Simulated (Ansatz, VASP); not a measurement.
**One calculation of Pb, two programs**

```xyz
1
Lattice="0.0189 2.4126 2.4027 2.4518 -0.0066 2.4283 2.4307 2.4170 0.0145" Properties=species:S:1:pos:R:3 pbc="T T T"
Pb    0.0000    0.0000    0.0000
```

Change from the starting cell: volume scaled by 0.94.

Alike in both runs: task single point; functional PBE; k mesh 9 × 9 × 9; occupations fermi-dirac, width 0.05 eV; no spin polarisation.

|  | VASP | Ansatz |
| --- | --- | --- |
| version | VASP 6.6.1 | Ansatz 0.2.0 |
| potentials or method | VASP PAW PBE potentials, release 64 (Pb_d), cutoff 520 eV | all-electron LAPW, scalar-relativistic |

```tsv
	VASP	Ansatz	Ansatz less VASP
gap on the k mesh at the Fermi level (eV)	none	none	-
pressure (GPa)	6.4	6.4	+0.08
largest component of the traceless stress (GPa)	0.67	0.67	-0.004
```

A gap of «none» marks a metal or a gap that the smearing closes. Ansatz ran all-electron here, so the differences hold the error of VASP's frozen core and of both bases.

The runs have no spin-orbit coupling, so splittings on Pb are missing.
